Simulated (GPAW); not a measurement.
Hf in GPAW: the effect of strain uniaxial z

The system is Hf.

```
Hf
1.0
     3.19670    0.00000    0.00000
    -1.59835    2.76842    0.00000
     0.00000    0.00000    4.85549
Hf
2
Direct
  0.66667 0.33333 0.75000
  0.33333 0.66667 0.25000
```

Alike in all runs:

| Item | Value |
| --- | --- |
| Program | GPAW 26.7.0 |
| Task | single point |
| Functional | PBEsol |
| Potentials or basis | PAW data sets generated in the run's folder for this functional |
| Cutoff | 600 eV |
| Basis | pw |
| k mesh | 10 × 10 × 5 |
| Occupations | fermi-dirac, width 0.05 eV |
| Spin | no spin polarisation |
| Maxiter | 150 |

One run gave: pressure -2.4 GPa. Which strain uniaxial z did it use?
A. -0.01
B. 0.01
C. 0.04
D. 0
E. 0.02

A.

```csv
strain uniaxial z,pressure (GPa)
-0.04,1.2
-0.02,-1.3
-0.01,-2.4
0,-3.5
0.01,-4.6
0.02,-5.5
0.04,-7.2
```

Caveats: the density grid can change from cell to cell, which puts small steps into energies and stress.
